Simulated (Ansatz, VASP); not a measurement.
# TiNCl in two plane-wave programs

Aim: how closely do two programs agree when they are given the same cell, functional and k mesh? The cell is taken from a series of runs on this material, whose earlier steps may have relaxed, scaled, displaced or heated it; both programs get it as it stands.

Program: Ansatz 0.2.0. Level of theory: plane waves, with VASP 6.6.1 beside it; PBE0. Results are calculated unless marked as measured.

## Step 1: Starting point

The cell holds 6 atoms: 2 Cl, 2 Ti and 2 N. Its edges and angles: a = 3.213 Å, b = 3.902 Å, c = 33.500 Å, α = 90.0°, β = 90.0°, γ = 90.0°. It derives from TiNCl. Vacuum lies along c.

## Step 2: VASP: single point, PBE0

With cell and atoms fixed, the geometry can't cause a difference; cores, projectors, grids and the points listed under the comparison can.

Lines of VASP's logs that name or quote its potential files are left out, and so is its time.

The run reads the wave functions of an earlier VASP run, which isn't shown here.

Input file INCAR:

```
SYSTEM = TiNCl
PREC = Accurate
ENCUT = 520
EDIFF = 1E-06
NELM = 100
ISMEAR = 0
SIGMA = 0.01
LREAL = .FALSE.
ALGO = Normal
LHFCALC = .TRUE.
AEXX = 0.25
GGA = PE
LASPH = .TRUE.
NBANDS = 30
PRECFOCK = Fast
LORBIT = 11
LWAVE = .FALSE.
LCHARG = .FALSE.
KPAR = 2
NCORE = 4
ISIF = 2
LDIPOL = .TRUE.
IDIPOL = 3
DIPOL = 0.5 0.5 0.5
LVHAR = .TRUE.
```

Input file POSCAR:

```
TiNCl
1.0
    3.2132973075      0.0000000000      0.0000000000
    0.0000000000      3.9022373204      0.0000000000
    0.0000000000      0.0000000000     33.5000000000
Cl Ti N
2 2 2
Direct
    0.0000000000      0.0000000000      0.4228414415
    0.5000000000      0.5000000000      0.5771585585
    0.5000000000      0.0000000000      0.4771591030
    0.0000000000      0.5000000000      0.5228408970
    0.5000000000      0.5000000000      0.4883901801
    0.0000000000      0.0000000000      0.5116098199
```

Input file KPOINTS:

```
Automatic mesh
0
Gamma
4 4 1
0 0 0
```

PAW data sets: Cl, Ti_sv and N (PBE family, release 64).

The run is started by

```
$ mpirun -np 8 vasp_std
```

Numbers of over 12 decimals in the logs are rounded to 6 here.

What it wrote:

```text
[banner, memory and clock lines left out]
running    8 mpi-ranks, on    1 nodes
 distrk:  each k-point on    4 cores,    2 groups
 distr:  one band on    4 cores,    1 groups

 POSCAR found type information on POSCAR ClTiN
 POSCAR found :  3 types and       6 ions
 LDA part: xc-table for (Slater+PW92), standard interpolation
 found WAVECAR, reading the header
 POSCAR, INCAR and KPOINTS ok, starting setup
 FFT: planning ... GRIDC
 FFT: planning ... GRID_SOFT
 FFT: planning ... GRID
 reading WAVECAR
 the WAVECAR file was read successfully
 initial charge from wavefunction
 entering main loop
       N       E                     dE             d eps       ncg     rms          rms(c)
DAV:   1    -0.591532122881E+02   -0.59153E+02   -0.24218E+00   558   0.139E+01    0.393E+00
DAV:   2    -0.589876536356E+02    0.16556E+00   -0.52200E-01   650   0.920E+00    0.148E+00
DAV:   3    -0.590010906011E+02   -0.13437E-01   -0.24726E-01   730   0.404E+00    0.955E-01
DAV:   4    -0.589979590819E+02    0.31315E-02   -0.28517E-02   722   0.159E+00    0.510E-01
DAV:   5    -0.589986559057E+02   -0.69682E-03   -0.18744E-02   714   0.985E-01    0.292E-01
DAV:   6    -0.589988282165E+02   -0.17231E-03   -0.92528E-04   634   0.347E-01    0.167E-01
DAV:   7    -0.589987786388E+02    0.49578E-04   -0.15792E-03   768   0.270E-01    0.102E-01
DAV:   8    -0.589988846987E+02   -0.10606E-03   -0.16787E-04   680   0.121E-01    0.644E-02
DAV:   9    -0.589988955224E+02   -0.10824E-04   -0.77399E-05   698   0.877E-02    0.346E-02
DAV:  10    -0.589989162321E+02   -0.20710E-04   -0.19196E-05   602   0.318E-02    0.220E-02
DAV:  11    -0.589989263274E+02   -0.10095E-04   -0.62098E-06   594   0.221E-02    0.138E-02
DAV:  12    -0.589989344436E+02   -0.81162E-05   -0.23986E-06   504   0.104E-02    0.919E-03
DAV:  13    -0.589989398699E+02   -0.54263E-05   -0.70578E-07   314   0.862E-03    0.604E-03
DAV:  14    -0.589989437534E+02   -0.38835E-05   -0.75180E-07   300   0.644E-03    0.428E-03
DAV:  15    -0.589989465334E+02   -0.27800E-05   -0.41750E-07   290   0.453E-03    0.323E-03
DAV:  16    -0.589989486580E+02   -0.21246E-05   -0.30736E-07   294   0.344E-03    0.269E-03
DAV:  17    -0.589989500655E+02   -0.14075E-05   -0.23715E-07   282   0.264E-03    0.232E-03
DAV:  18    -0.589989511797E+02   -0.11143E-05   -0.19232E-07   276   0.227E-03    0.209E-03
DAV:  19    -0.589989518309E+02   -0.65114E-06   -0.15682E-07   276   0.194E-03
   1 F= -.58998952E+02 E0= -.58998952E+02  d E =-.105990E-99
```

From OUTCAR (step 2):

```text
ion  position               nearest neighbor table
   1  0.000  0.000  0.423-   3 2.43   3 2.43
   2  0.500  0.500  0.577-   4 2.43   4 2.43
   3  0.500  0.000  0.477-   6 1.98   6 1.98   5 1.99   5 1.99   1 2.43   1 2.43
   4  0.000  0.500  0.523-   5 1.98   5 1.98   6 1.99   6 1.99   2 2.43   2 2.43
   5  0.500  0.500  0.488-   4 1.98   4 1.98   3 1.99   3 1.99
   6  0.000  0.000  0.512-   3 1.98   3 1.98   4 1.99   4 1.99

  LATTYP: Found a simple orthorhombic cell.
 ALAT       =     3.2132973075
 B/A-ratio  =     1.2144028227
 C/A-ratio  =    10.4254280865

 Subroutine GETGRP returns: Found  8 space group operations
 (whereof  4 operations were pure point group operations)

The static configuration has the point symmetry C_2v.
 The point group associated with its full space group is D_2h.

 Found      9 irreducible k-points:

   k-points           NKPTS =      9   k-points in BZ     NKDIM =     16   number of bands    NBANDS=     30

   dimension x,y,z NGX =    24 NGY =   30 NGZ =  250
   dimension x,y,z NGXF=    48 NGYF=   60 NGZF=  500

   ENCUT  =  520.0 eV  38.22 Ry    6.18 a.u.   5.97  7.26 62.29*2*pi/ulx,y,z

   NELECT =      48.0000    total number of electrons

 k-points in reciprocal lattice and weights: Automatic mesh
   0.00000000  0.00000000  0.00000000       0.062
   0.25000000  0.00000000  0.00000000       0.125
   0.50000000  0.00000000  0.00000000       0.062
   0.00000000  0.25000000  0.00000000       0.125
   0.25000000  0.25000000  0.00000000       0.250
   0.50000000  0.25000000  0.00000000       0.125
   0.00000000  0.50000000  0.00000000       0.062
   0.25000000  0.50000000  0.00000000       0.125
   0.50000000  0.50000000  0.00000000       0.062

  exchange ACFDT corr.  =         0.00000000  see jH, gK, PRB 81, 115126

 dipolmoment           0.000000      0.000000      0.000000 electrons x Angstroem

 average (electrostatic) potential at core
       1 -94.7604       2 -94.7604       3 -80.0995       4 -80.0995       5 -66.3323
       6 -66.3323

 E-fermi :  -4.8026

 k-point     1 :       0.0000    0.0000    0.0000
  band No.  band energies     occupation
    ...
     20      -7.7320      2.00000
     21      -7.4679      2.00000
     22      -7.0232      2.00000
     23      -5.9850      2.00000
     24      -4.9517      2.00000
     25      -2.6191      0.00000
     26      -1.3008      0.00000
     27      -0.8721      0.00000
     28      -0.7588      0.00000
     29      -0.4805      0.00000
    ...

 k-point     2 :       0.2500    0.0000    0.0000
  band No.  band energies     occupation
    ...
     20      -7.7252      2.00000
     21      -7.4418      2.00000
     22      -6.8105      2.00000
     23      -6.7834      2.00000
     24      -6.5674      2.00000
     25      -1.5072      0.00000
     26      -0.8888      0.00000
     27      -0.8516      0.00000
     28      -0.8168      0.00000
     29      -0.4988      0.00000
    ...

 k-point     3 :       0.5000    0.0000    0.0000
  band No.  band energies     occupation
    ...
     20      -8.4775      2.00000
     21      -6.9893      2.00000
     22      -6.9893      2.00000
     23      -6.4533      2.00000
     24      -6.4533      2.00000
     25      -1.0124      0.00000
     26      -1.0124      0.00000
     27      -0.9126      0.00000
     28      -0.9126      0.00000
     29      -0.5950      0.00000
    ...

  Total        1.9156833      1.4106043      0.7197848      0.0000000      0.0000000      0.0000000
  in kB        7.3067610      5.3802988      2.7453889      0.0000000      0.0000000      0.0000000
  external PRESSURE =       5.1441496 kB  Pullay stress =       0.0000000 kB

  energy-cutoff  :      520.00
  volume of cell :      420.06
      direct lattice vectors                 reciprocal lattice vectors
     3.213297307  0.000000000  0.000000000     0.311206809  0.000000000  0.000000000
     0.000000000  3.902237320  0.000000000     0.000000000  0.256263245  0.000000000
     0.000000000  0.000000000 33.500000000     0.000000000  0.000000000  0.029850746

 POSITION                                       TOTAL-FORCE (eV/Angst)
 -----------------------------------------------------------------------------------
      0.00000      0.00000     14.16519         0.000000      0.000000     -0.160777
      1.60665      1.95112     19.33481         0.000000      0.000000      0.160777
      1.60665      0.00000     15.98483         0.000000      0.000000     -0.055702
      0.00000      1.95112     17.51517         0.000000      0.000000      0.055702
      1.60665      1.95112     16.36107         0.000000      0.000000      0.063991
      0.00000      0.00000     17.13893         0.000000      0.000000     -0.063991
 -----------------------------------------------------------------------------------
    total drift:                                0.000000      0.000001      0.000000

  FREE ENERGIE OF THE ION-ELECTRON SYSTEM (eV)
  ---------------------------------------------------
  free  energy   TOTEN  =       -58.9989518309 eV

  energy  without entropy=      -58.9989518309  energy(sigma->0) =      -58.99895183

 vacuum level on the upper side and lower side of the slab         2.428         2.428

 total charge
# of ion       s       p       d       tot
------------------------------------------
    1        1.596   3.566   0.000   5.162
    2        1.596   3.566   0.000   5.162
    3        2.220   6.288   1.757  10.264
    4        2.220   6.288   1.757  10.264
    5        1.274   2.534   0.000   3.808
    6        1.274   2.534   0.000   3.808
--------------------------------------------------
tot         10.181  24.775   3.514  38.470

[... 3 further parts left out ...]
```

This run has no spin polarisation, so a moment on Ti, if there is one, isn't seen. The gap is read on the k-mesh alone, so it is an upper bound where the band edges lie off the mesh. The k-mesh is coarse for unscreened exact exchange, which converges slowly with it.

## Step 3: Ansatz: single point, PBE0

Ansatz runs on its PAW soft_1 files.

The same cell, functional and mesh now go to Ansatz, which takes its cutoff from its data sets.

Input file input.yaml:

```yaml
crystal:
  lattice:
    - [3.2132973075, 0.0, 0.0]
    - [0.0, 3.9022373204, 0.0]
    - [0.0, 0.0, 33.5]
  atoms:
    - { symbol: Cl, position: [0.0, 0.0, 0.4228414415] }
    - { symbol: Ti, position: [0.5, 0.0, 0.477159103] }
    - { symbol: "N", position: [0.5, 0.5, 0.4883901801] }
    - { symbol: "N", position: [0.0, 0.0, 0.5116098199] }
    - { symbol: Ti, position: [0.0, 0.5, 0.522840897] }
    - { symbol: Cl, position: [0.5, 0.5, 0.5771585585] }
  periodic: [true, true, false]
kpoints:
  mp_grid: { grid: [4, 4, 1] }
  band_path:
    path: [[0.0, 0.0, 0.0], [0.5, 0.0, 0.0], [0.5, 0.5, 0.0], [0.0, 0.5, 0.0]]
    npoints: 1
hamiltonian:
  xc: pbe0
  pseudopotentials: { kind: paw, azcp: { folder: soft_1 } }
scf:
  occupations: { method: fixed }
  n_extra_bands: 6
output:
  eigenvalues: true
```

The run is started by

```
$ ansatz run input.yaml --threads 4 --pin off --max-ram 17510MiB --backend cpu --events-out ev --progress --plain --runs-dir out
```

What it wrote:

```text
scf.n_extra_bands = 6 over 24 filled bands (N_el = 48.0): the run solves 30 bands
Engine: ansatz 0.2.0, aarch64-unknown-linux-gnu
Pseudopotentials: kind: paw
Pseudopotential: Cl, paw, valence charge 7, recommended cutoff 420 eV (normal), soft_1/Cl.paw.azcp
Pseudopotential: Ti, paw, valence charge 12, recommended cutoff 420 eV (normal), soft_1/Ti.paw.azcp
Pseudopotential: N, paw, valence charge 5, recommended cutoff 420 eV (normal), soft_1/N.paw.azcp
Functional definition: PBE0
  parameter a = 0.25
  parameter kappa = 0.804
  parameter beta = 0.066725
  exchange = (1 - a)*pbe_x(kappa = kappa, mu = beta*pi^2/3) + a*exact_x
  correlation = pbe_c(beta = beta)
davidson cushion auto → on  (no smearing: the cushion is to keep the highest requested band from converging to the state above it; pin scf.eigensolver.cushion to override)
Crystal: 6 atoms, lattice volume = 420.058 Å³
Basis set: ecut = 420 eV, 8329 PW (Γ)
Bands: 30, of which v1, the nominal top of the filled ones, is band 24 counted from 1 (23 counted from 0)
Symmetry: 8 space group operations
Space group: Pmmn (ITA 59), of the structure as read, at distance tolerance 7.5e-5 Å
k-points: 9 of 16
Non-local potential: Cl, projectors of the file, l = 0: 2, l = 1: 2, l = 2: 1
Non-local potential: Ti, projectors of the file, l = 0: 3, l = 1: 2, l = 2: 3, l = 3: 1
Non-local potential: N, projectors of the file, l = 0: 2, l = 1: 2, l = 2: 1
PAW form: soft (Blöchl's): semilocal exchange-correlation on the pseudo side does not see the compensation charge
PAW frozen core: Cl, regenerated for the run's functional, and the local potential with it (the file was generated under x = pbe(κ = 0.804, μ = 0.219515), c = pbe(β = 0.066725))
PAW frozen core: Ti, regenerated for the run's functional, and the local potential with it (the file was generated under x = pbe(κ = 0.804, μ = 0.219515), c = pbe(β = 0.066725))
PAW frozen core: N, regenerated for the run's functional, and the local potential with it (the file was generated under x = pbe(κ = 0.804, μ = 0.219515), c = pbe(β = 0.066725))
PAW one-centre angular grid: Cl, 110 points (default); XC on 64 Gauss nodes
PAW one-centre angular grid: Ti, 590 points (default); XC on 64 Gauss nodes
PAW one-centre angular grid: N, 110 points (default); XC on 64 Gauss nodes
Initial density: superposition of atomic densities (neutral atoms: chi_scale 0, normalization atom)
Initial wavefunctions: pseudopotential atomic-orbital guess
Functional: x = pbe(κ = 0.804, μ = 0.219515), c = pbe(β = 0.066725), warm-up for x = 0.75 pbe(κ = 0.804, μ = 0.219515) + 0.25 exact, c = pbe(β = 0.066725)
iter 1 solved again at ethr=6.92e-2 eV; its pass at ethr=1.00e-1 eV (dr2=3.32e1 eV) is discarded
SCF iter   1: F=—  HF=-7943.335099 eV  |F-HF|=—  |Δ(HF+E_count)|=         —  Δρ=7.89e-2  dr2=3.33e1  ethr=6.92e-2  ⟨swp⟩=2.0  Hψ=1393  notcnv=0
preconditioner: auto → none  [insulator: Δε(μ)=1.956 eV  Ē_g=9.742 eV  n_scr=42 (ndim 8)  ℏωp=10.2 eV  f_vac=0.749]
SCF iter   2: F=—  HF=-7947.672061 eV  |F-HF|=—  |Δ(HF+E_count)|=    4.34e0  Δρ=1.34e-1  dr2=9.12e1  ethr=6.92e-2  ⟨swp⟩=4.0  Hψ=759  notcnv=0  recentre
SCF iter   3: F=—  HF=-7936.382336 eV  |F-HF|=—  |Δ(HF+E_count)|=    1.13e1  Δρ=2.87e-2  dr2=4.34e0  ethr=6.92e-2  ⟨swp⟩=3.7  Hψ=720  notcnv=0
SCF iter   4: F=—  HF=-7935.631164 eV  |F-HF|=—  |Δ(HF+E_count)|=   7.51e-1  Δρ=1.14e-2  dr2=5.32e-1  ethr=9.05e-3  ⟨swp⟩=2.4  Hψ=600  notcnv=0
SCF iter   5: F=—  HF=-7935.586637 eV  |F-HF|=—  |Δ(HF+E_count)|=   4.45e-2  Δρ=6.31e-3  dr2=1.61e-1  ethr=1.11e-3  ⟨swp⟩=3.9  Hψ=735  notcnv=0
SCF iter   6: F=—  HF=-7935.569628 eV  |F-HF|=—  |Δ(HF+E_count)|=   1.70e-2  Δρ=3.18e-3  dr2=4.64e-2  ethr=3.35e-4  ⟨swp⟩=2.1  Hψ=596  notcnv=0
SCF iter   7: F=—  HF=-7935.563395 eV  |F-HF|=—  |Δ(HF+E_count)|=   6.23e-3  Δρ=1.00e-3  dr2=5.25e-3  ethr=9.67e-5  ⟨swp⟩=2.8  Hψ=610  notcnv=0
SCF iter   8: F=—  HF=-7935.562822 eV  |F-HF|=—  |Δ(HF+E_count)|=   5.73e-4  Δρ=4.80e-4  dr2=1.19e-3  ethr=1.09e-5  ⟨swp⟩=3.3  Hψ=672  notcnv=0
iter 9 solved again at ethr=3.12e-8 eV; its pass at ethr=2.48e-6 eV (dr2=1.50e-5 eV) is discarded
[...]
eigensolver tolerance schedule calibrated: the retry pair's looser diagonalisation under-reported the residual by θ = 0.20 (0.11/decade); ethr = c·dr2/N_el runs at the constant in force after the calibration composes with the one it found (an armed cap, an earlier calibration), c = 8.6e-2
SCF 1 stopped early in 9 iterations: F = -7935.562588 eV  dr2 = 1.89e-5
  greatest PAW one-centre occupation: 0.999 electrons in one spin orbital (limit 2), on the Ti atom at site 4 (counted from 0), in its partial waves of l = 0
Initial density: handed on by an earlier stage of this run
Initial wavefunctions: those handed on with the density
Functional: x = 0.75 pbe(κ = 0.804, μ = 0.219515) + 0.25 exact, c = pbe(β = 0.066725)
Frozen-core exchange: fock
[...]
preconditioner: auto → none  [insulator: Δε(μ)=2.797 eV  Ē_g=11.431 eV  n_scr=42 (ndim 8)  ℏωp=10.2 eV  f_vac=0.755]
[...]
SCF iter   6: F=—  HF=-7937.070471 eV  |F-HF|=—  |Δ(HF+E_count)|=   9.69e-4  Δρ=2.63e-4  dr2=2.26e-4  ethr=3.93e-7  ⟨swp⟩=5.2  Hψ=1115  notcnv=0
SCF iter   7: F=—  HF=-7937.070435 eV  |F-HF|=—  |Δ(HF+E_count)|=   3.65e-5  Δρ=1.62e-4  dr2=2.05e-4  ethr=3.11e-7  ⟨swp⟩=4.0  Hψ=902  notcnv=0
SCF iter   8: F=—  HF=-7937.070410 eV  |F-HF|=—  |Δ(HF+E_count)|=   2.50e-5  Δρ=1.07e-4  dr2=1.58e-4  ethr=2.72e-7  ⟨swp⟩=2.0  Hψ=594  notcnv=0
SCF iter   9: F=—  HF=-7937.071111 eV  |F-HF|=—  |Δ(HF+E_count)|=   7.01e-4  Δρ=3.53e-4  dr2=6.27e-4  ethr=1.13e-7  ⟨swp⟩=5.2  Hψ=927  notcnv=0
SCF iter  10: F=-7937.070953 eV  HF=-7937.070953 eV  |F-HF|=2.93e-7  |Δ(HF+E_count)|=   1.58e-4  Δρ=8.71e-6  dr2=4.89e-6  ethr=1.13e-7  ⟨swp⟩=4.6  Hψ=998  notcnv=0
SCF 2 stopped early in 10 iterations: F = -7937.070953 eV  dr2 = 4.89e-6
hybrid outer 1: dexx = +6.146e-2 eV, tail = 1.37e-4 eV
Frozen-core exchange: fock
SCF iter   1: F=—  HF=-7937.070151 eV  |F-HF|=—  |Δ(HF+E_count)|=         —  Δρ=4.10e-5  dr2=3.92e-6  ethr=1.43e-6  ⟨swp⟩=4.1  Hψ=710  notcnv=0
preconditioner: auto → none  [insulator: Δε(μ)=2.300 eV  Ē_g=10.853 eV  n_scr=42 (ndim 8)  ℏωp=10.2 eV  f_vac=0.756]
SCF iter   2: F=—  HF=-7937.070151 eV  |F-HF|=—  |Δ(HF+E_count)|=   5.43e-7  Δρ=1.69e-5  dr2=9.30e-7  ethr=6.08e-9  ⟨swp⟩=5.1  Hψ=1023  notcnv=0
SCF iter   3: F=—  HF=-7937.070156 eV  |F-HF|=—  |Δ(HF+E_count)|=   4.77e-6  Δρ=8.76e-6  dr2=3.50e-7  ethr=9.22e-10  ⟨swp⟩=6.6  Hψ=1064  notcnv=0  defer=2
iter 4 solved again at ethr=1.00e-11 eV; its pass at ethr=7.00e-10 eV (dr2=4.82e-9 eV) is discarded
SCF iter   4: F=-7937.070156 eV  HF=-7937.070156 eV  |F-HF|=2.44e-9  |Δ(HF+E_count)|=   9.57e-8  Δρ=1.52e-6  dr2=2.99e-8  ethr=1.00e-11  ⟨swp⟩=3.7  Hψ=1456  notcnv=0
eigensolver tolerance schedule: the retry pair's looser diagonalisation over-reported the residual by 0.10 of it (diagonalisation noise at 0.10 of the residual, at the tolerance the schedule requests for it); recorded, not acted on — ethr = c·dr2/N_el stays at c = 1.0e-1
SCF 3 converged in 4 iterations: F = -7937.070156 eV  dr2 = 2.99e-8
hybrid outer 2: dexx = +5.405e-6 eV, tail = 1.28e-7 eV, Δε = 3.00e-3 eV (about 9.70e-5 eV left of the loop's levels)
NSCF: frozen V_eff on 4 k-points
hybrid SCF converged: 2 outer / 14 inner (+9 warm-up), last move |dexx| = 5.41e-6 eV, tail = 1.28e-7 eV
Stability not checked: this state was not tested for a lower state beside it, because the functional holds exact exchange (a hybrid, or Hartree-Fock), whose exchange loop this test does not read (fock_operator; see scf.lower_state_search)
Free energy (F): -7937.070156 eV
Frozen-core exchange: fock
Harris-Foulkes:  -7937.070156 eV  (|F-HF|=2.44e-9)
Internal energy: -7937.070156 eV  (E = F + TS)
E sigma→0 (E₀):  -7937.070156 eV
Fermi energy:    -7.432016 eV
--- Per-component energies (eV) ---
  E_band       = -1258.328727
  E_kinetic    = 1123.989271
  E_local      = -112375.227139  (includes V_loc(G=0)·N_el)
  E_nonlocal   = 242.733805
  E_hartree    = 55461.692089
  E_xc         = -439.710410
  E_vxc        = -524.446384  (∫ρ·V_xc dr)
  E_exx        = -157.049325  (= α·E_x^exact, valence–valence)
  E_paw        = -3627.516462  (= ΣΔE_a)
  E_vpaw       = -334.665198  (= ΣTr[D̂ρ^β])
  E_aug_tail   = 0.001913  (compensation charges beyond the density's cutoff)
  E_ewald      = 51834.602811
  E_core_change = -0.586711  (= ΣΔE_core)
  E_smearing   = -0.000000  (= −TS)
  E_closure    = 0.000000  (closes the sum)
  Σ components = -7937.070156   (vs F -7937.070156, Δ=-1.82e-12)
--- Band table (eV; the first three rows and the last of 9) ---
  k-point 0: bands = [... 20 lower, -9.9659, -9.5140, -8.4706, -7.4320, -5.1322, -3.7934, -3.3595, -3.2472, ... 2 higher]
  k-point 1: bands = [... 20 lower, -9.6265, -9.4726, -9.2501, -9.0086, -4.0666, -3.8035, -3.7254, -3.3180, ... 2 higher]
  k-point 2: bands = [... 20 lower, -9.6663, -9.6663, -9.3451, -9.3451, -4.1005, -4.1005, -3.1343, -3.1343, ... 2 higher]
  k-point 8: bands = [... 20 lower, -10.2388, -10.2388, -9.9752, -9.9752, -3.4157, -3.4157, -3.2761, -3.2761, ... 2 higher]
  the weakly bound empty levels are not read free of the cell's end (exact_exchange)
```

## Step 4: Differences

Known differences besides the potentials themselves: exact exchange at q = 0 is treated differently, which shows on coarse meshes; VASP keeps PBE cores, Ansatz makes them for the functional; fixed occupations in Ansatz, narrow Gaussian smearing in VASP; Ansatz cuts the interaction across the vacuum, VASP repeats the sheet with a dipole correction (LDIPOL); the cutoff is 420 eV in Ansatz and 520 eV in VASP; VASP takes a coarser grid for exact exchange (PRECFOCK = Fast). Total energies have different zeros and are not compared.

The two programs side by side:

```csv
quantity,Ansatz,VASP,difference
gap on the k mesh (eV),2.300,2.333,-0.033
```

A gap on the mesh is an upper bound, since the band edges may lie between its points. Where the cell holds vacuum, a pressure given here is an average over it and none of the material.

## Step 5: Outcome

| Property | Result |
| --- | --- |
| difference in gap on the k mesh (single point, PBE0) | -0.033 eV |

**Reading.** The difference in gap on the k mesh is -0.033 eV (single point, PBE0), within the 0.08 eV picked in this series as the mark of a large difference. How closely two codes agree says nothing of how well the functional describes the real material.

[Lines on the potential files, build, host, timing and source positions are cut from VASP's logs without a mark.]

[Logs are printed without paths, hosts, clocks, repeated set-up lines and the standing remarks that a program may print on its own settings, such as how far it seeks lower states.]

[Hosts, paths, dates, database ids (printed as entryN), source tags and the programs' standing remarks are cut or masked in the printed files.]
